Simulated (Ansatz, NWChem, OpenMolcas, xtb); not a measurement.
# Ligand exchange: C3H7Br + SiH3(SH) → C3H8S + SiH3Br

Species: C3H7Br (1-bromopropane) `CCCBr`, singlet; SiH3(SH) (sulfanylsilane), singlet; C3H8S (1-propanethiol) `CCCS`, singlet; SiH3Br `[SiH3]Br`, singlet. The partners trade Br for SH: C–Br and Si–SH bonds give way to C–SH and Si–Br.

Shapes, held fixed at every level: PBE0-D4/def2-TZVP. Flexible molecules stand in one conformer, not always the lowest. Programs: Ansatz 0.2.0, NWChem 7.3.0, OpenMolcas 26.06, xtb 6.7.1. A level may come from different programs for different species; with the same settings they agree closely. Electronic energies: no zero-point or thermal term.

```json
{"level": "GFN1-xTB", "kind": "semi-empirical", "ΔE (kJ/mol)": "-32.9", "less CCSD(T)/def2-TZVPP": "-1.9"}
{"level": "HF/def2-TZVPP", "kind": "Hartree–Fock", "ΔE (kJ/mol)": "-38.7", "less CCSD(T)/def2-TZVPP": "-7.7"}
{"level": "B3LYP/6-31G* (spherical functions)", "kind": "global hybrid", "ΔE (kJ/mol)": "-31.7", "less CCSD(T)/def2-TZVPP": "-0.7"}
{"level": "B3LYP-D4/def2-TZVPP", "kind": "global hybrid", "ΔE (kJ/mol)": "-32.4", "less CCSD(T)/def2-TZVPP": "-1.4"}
{"level": "wB97M-V/def2-TZVPP", "kind": "range-separated hybrid", "ΔE (kJ/mol)": "-35.1", "less CCSD(T)/def2-TZVPP": "-4.1"}
{"level": "B2PLYP/def2-TZVPP", "kind": "double hybrid", "ΔE (kJ/mol)": "-32.5", "less CCSD(T)/def2-TZVPP": "-1.5"}
{"level": "CCSD/def2-TZVPP", "kind": "coupled cluster or CI", "ΔE (kJ/mol)": "-32.3", "less CCSD(T)/def2-TZVPP": "-1.3"}
{"level": "CCSD(T)/def2-TZVPP", "kind": "coupled cluster or CI", "ΔE (kJ/mol)": "-31.0", "less CCSD(T)/def2-TZVPP": "0.0"}
```

The highest level, CCSD(T)/def2-TZVPP, gives ΔE = -31.0 kJ/mol; the levels span -38.7 to -31.0. The column of differences is taken from that level and isn't an error. No measured value is set beside it here. Relativity is left out for Br unless named. Correlated rows may include outer-core shells of Br, which these sets cover unevenly.
